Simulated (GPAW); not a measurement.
Runs of GPAW 26.7.0 on TiAl3. Symmetry: Pmm2, No. 25, orthorhombic system. The conventional cell has a = 2.840 Å, b = 4.681 Å, c = 4.901 Å, α = 90.00°, β = 90.00°, γ = 90.00°. Ti (site symmetry mm2) has 10 Al at 2.83 to 2.85 Å and 2 Ti at 2.84 Å as nearest neighbours. Al (site symmetry mm2) has 10 Al at 2.81 to 2.86 Å and 2 Ti at 2.85 Å as nearest neighbours. Around Al (site symmetry mm2) lie 8 Al at 2.81 to 2.86 Å and 4 Ti at 2.85 Å. Al (site symmetry mm2) has 4 Ti at 2.83 to 2.84 Å and 8 Al at 2.84 to 2.86 Å as nearest neighbours. The cell comes from a database or a generator and needn't be the stable form of this composition.

| task | level | potentials or basis | cell | k mesh | band path | band points | optimizer | fmax | max steps | gap on the mesh (eV) | pressure (GPa) | V0 of scaled cells (Å³/atom) | relaxed volume (Å³/atom) | B0 (GPa) | largest force (eV/Å) |
| --- | --- | --- | --- | --- | --- | --- | --- | --- | --- | --- | --- | --- | --- | --- | --- |
| band structure | LDA | the program's PAW data sets (release 1.2.1) made for this functional, pw | as given | 8 × 5 × 5 | GXSYGZURTZ,YT,UX,SR | 80 | - | - | - | - | -5.0 | - | - | - | (b) |
| relaxation of cell and atoms | PBEsol+D3 | PAW data sets generated in the run's folder for this functional, pw | relaxed | 7 × 4 × 4 | - | - | BFGS | 0.02 eV/Å | 60 | none | 0.1 | - | 15.47 | - | 0.02 |
| relaxation of cell and atoms | PBEsol | PAW data sets generated in the run's folder for this functional, pw | relaxed | 7 × 4 × 4 | - | - | BFGS | 0.02 eV/Å | 60 | none | 0.1 | - | 15.87 | - | 0.02 |
| single point | PBEsol | PAW data sets generated in the run's folder for this functional, pw | as given | 9 × 6 × 6 | - | - | - | - | - | none | -2.4 | - | - | - | 0.04 |
| relaxation of cell and atoms | PBEsol+D3(BJ)+ATM | PAW data sets generated in the run's folder for this functional, pw | relaxed | 7 × 4 × 4 | - | - | BFGS | 0.02 eV/Å | 60 | none | 0.1 | - | 15.35 | - | 0.02 |
| band structure | PBEsol | PAW data sets generated in the run's folder for this functional, pw | as given | 8 × 5 × 5 | GXSYGZURTZ,YT,UX,SR | 80 | - | - | - | - | (d) | - | - | - | 0.03 |
| relaxation of cell and atoms | PBEsol+D4 | PAW data sets generated in the run's folder for this functional, pw | relaxed | 7 × 4 × 4 | - | - | BFGS | 0.02 eV/Å | 60 | none | 0.1 | - | 15.60 | - | 0.02 |
| equation of state | PBEsol | PAW data sets generated in the run's folder for this functional, pw | as given | 9 × 6 × 6 | - | - | - | - | - | - | - | 15.95 | - | (c) | - |
| relaxation of cell and atoms | PBEsol+D3(BJ) | PAW data sets generated in the run's folder for this functional, pw | relaxed | 7 × 4 × 4 | - | - | BFGS | 0.02 eV/Å | 60 | none | 0.1 | - | 15.27 | - | 0.02 |
| equation of state | LDA | the program's PAW data sets (release 1.2.1) made for this functional, pw | as given | 8 × 5 × 5 | - | - | - | - | - | - | - | 15.53 | - | (a) | - |

Alike in all rows: no spin polarisation; cutoff (eV) 600; smearing fermi-dirac 0.05 eV.

Problem. Fill in the values left out.

Solution. (a) 109; (b) 0.08; (c) 105; (d) -2.3.

Caveats: later steps reuse the first step's grids (some runs); pairwise dispersion overbinds metals, which lowers pressure and volume (some runs); the cell was scaled at fixed shape and fractional positions, which overstates the stiffness of a crystal with free parameters, most of all of layers and chains (some runs).

A k mesh can miss the band edges.

A gap of «none» marks a metal or a gap under the smearing width.

Not every run made on this cell is shown here.
